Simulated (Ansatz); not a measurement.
Tetragonal deformation path in HfN

Method: DFT PBE, scalar-relativistic, plane waves, PAW (Ansatz). Settings: plane waves to 420 eV, k-mesh 26×26×26 (Γ-centred), Gaussian smearing 0.15 eV. Spin–orbit coupling is left out, which can shift energies with elements as heavy as these. No spin polarisation. Energies are free energies at this smearing, counted from the undisturbed cell; pressure is positive in compression.

Reference structure (relaxed at this level):

```
Hf N
1.0
     0.00000    2.27390    2.27390
     2.27390    0.00000    2.27390
     2.27390    2.27390    0.00000
Hf N
1 1
Direct
  0.00000 0.00000 0.00000
  0.50000 0.50000 0.50000
```

At fixed volume and fractional coordinates, lengths along (0.000, 0.000, 1.000) are scaled against those across it; ρ is that ratio over its starting value. The cell is metallic on the mesh throughout.

(ρ, ΔE (meV/atom)): (0.707, 2075.9), (0.850, 363.2), (1.000, 0.0), (1.200, 296.7), (1.414, 930.5)

Cost: 5 runs of about 2.8 core-minutes in all, on Arm Neoverse V1 (shared hosts).